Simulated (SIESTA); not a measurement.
## Pt under changes of volume

One of the cells (16.131 Å³/atom); the others are scaled copies at fixed shape and fractional positions:

```
CELL_PARAMETERS angstrom
2.77895 0.00000 0.00000
-1.38947 2.40664 0.00000
0.00000 0.00000 4.82387
ATOMIC_POSITIONS crystal
Pt 0.33333 0.66667 0.25000
Pt 0.66667 0.33333 0.75000
```

This isn't the form of Pt at room conditions, which is fcc.

```yaml
Program: SIESTA 5.4.2
Functional: PBEsol
Potentials_or_basis: PseudoDojo 0.4 standard (PBEsol files)
Basis: DZP (energy shift 0.003 Ry; two zetas on semicore shells)
Grid_cutoff: 800 Ry
Energy_shift: 0.003 Ry
k_mesh: 11 × 11 × 6
Occupations: fermi-dirac, width 0.05 eV
Spin: no spin polarisation
```

```csv
volume (Å³/atom),energy over the lowest point (meV/atom),pressure (GPa)
14.866,10.86,9.0
15.182,0.00,2.5
15.498,1.24,-3.4
16.131,35.42,-13.1
16.447,?,?
16.763,102.17,-20.2
```

**Question.** What does the run at 16.447 Å³/atom give?

**Answer.** Energy over the lowest point 65.35 meV/atom; pressure -16.8 GPa.

Worked out: A Birch-Murnaghan fit of order 3 (a polynomial in V^(-2/3)) to the other rows has its minimum at 15.30 Å³/atom with B0 = V·E''(V) = 290 GPa and B' = 5.7 at fixed shape and positions, which overstates the stiffness. It gives 65.25 meV/atom at 16.447 Å³/atom, against the run's 65.35, and -dE/dV = -17.0 GPa, against -16.8.

Energies are extrapolated to zero smearing.

Caveats: short orbitals over semicore shells can move pressures by several GPa; the basis of atomic orbitals isn't converged, which shifts pressures, moduli and gaps.
